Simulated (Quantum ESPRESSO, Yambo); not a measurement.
Planning a run of Yambo 5.3.0 on CdS (Hawleyite). The input:

```
HF_and_locXC
gw0
dyson
ppa
em1d
rim_cut
RandQpts= 1000000
RandGvec= 1 RL
EXXRLvcs= 94 Ry
VXCRLvcs= 376 Ry
Chimod= "HARTREE"
% BndsRnXp
 1 | 52 |
%
NGsBlkXp= 5.5 Ry
% LongDrXp
 1 | 1 | 1 |
%
% GbndRnge
 1 | 52 |
%
DysSolver= "n"
ExtendOut
PPAPntXp= 27.21138 eV
% QPkrange
 1 | 1 | 12 | 15 |
%
```

```sh
OMP_NUM_THREADS=1 mpirun -n 4 yambo -F gw1.in -J gw1 -C gw1 > gw1.log
```

The stored states that it reads are on a 4×4×4 mesh. The structure is cubic, space group F-43m (No. 216). Conventional cell: a = 5.833 Å, b = 5.833 Å, c = 5.833 Å, α = 90.00°, β = 90.00°, γ = 90.00°. Cd has 4 S at 2.53 Å nearest. Nearest to S lie 4 Cd at 2.53 Å. Farther neighbours and most contacts between anions are not listed.

Q: Estimate wall time and host memory on 4 MPI ranks of Arm Neoverse V1, shared host.

It took 22 s; on shared hardware allow 11 s to 43 s. Peak host memory was 1.8 GiB.

The screening grows as filled bands × empty bands × pairs of k points, times the square of the screening basis for the matrix.

[Paths, hosts, dates, memory and timing lines, banners, echoed tables and standing remarks are left out of the program output.]

[Logs are printed without paths, hosts, clocks, repeated set-up lines and the standing remarks that a program may print on its own settings, such as how far it seeks lower states.]

[Runs of the session that timed out or met a known fault of the program may be left out.]

[Hosts, paths, dates, database ids (printed as entryN), source tags and the programs' standing remarks are cut or masked in the printed files.]
